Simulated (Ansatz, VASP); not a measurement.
## ScAl3: VASP beside Ansatz

```
Sc Al
1.0
     4.04889    0.00000    0.00000
     0.00000    4.04889    0.00000
     0.00000    0.00000    4.04889
Sc Al
1 3
Cartesian
  0.0000 0.0000 0.0000
  2.0244 0.0000 2.0244
  0.0000 2.0244 2.0244
  2.0244 2.0244 0.0000
```

Alike in both runs: functional PBE; dispersion D3(BJ); k mesh 10 × 10 × 10; occupations gaussian, width 0.1 eV; no spin polarisation.

Ansatz relaxed the structure, and its values are those at the end. VASP's run is a single point on that final structure, the one shown.

```csv
,VASP,Ansatz
version,VASP 6.6.1,Ansatz 0.2.0
potentials or method,"VASP PAW PBE potentials, release 64 (Sc_sv, Al)","scalar-relativistic, plane waves, PAW"
plane-wave cutoff (eV),520,420
valence electrons in the cell,20,20
```

|  | VASP | Ansatz | Ansatz less VASP |
| --- | --- | --- | --- |
| gap on the k mesh at the Fermi level (eV) | none | none | - |
| pressure (GPa) | 0.0 | 0.0 | -0.05 |

A gap of «none» marks a metal or a gap that the smearing closes.

Caveats: pairwise dispersion overbinds metals, which lowers pressure and volume.
